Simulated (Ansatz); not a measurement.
```
CELL_PARAMETERS angstrom
      2.69050     0.00000     0.00000
     -1.34525     2.33004     0.00000
      0.00000     0.00000     4.36985
ATOMIC_POSITIONS crystal
  Be 0.33333 0.66667 0.99989
  Be 0.66667 0.33333 0.49989
  O  0.33333 0.66667 0.37761
  O  0.66667 0.33333 0.87761
```

Q: Give the diagonal Born effective charges atom by atom and the electronic dielectric tensor from linear response, DFT at the r2SCAN level (Ansatz, a first-principles code).

A: 
```tsv
atom	Z*xx	Z*yy	Z*zz
Be1	1.81	1.81	1.87
Be2	1.81	1.81	1.87
O3	-1.81	-1.81	-1.87
O4	-1.81	-1.81	-1.87
```

ε∞ diagonal: 2.93, 2.93, 2.98. Away from Γ the polar cell without biaxial strain shows no imaginary mode on a 2×2×2 mesh.
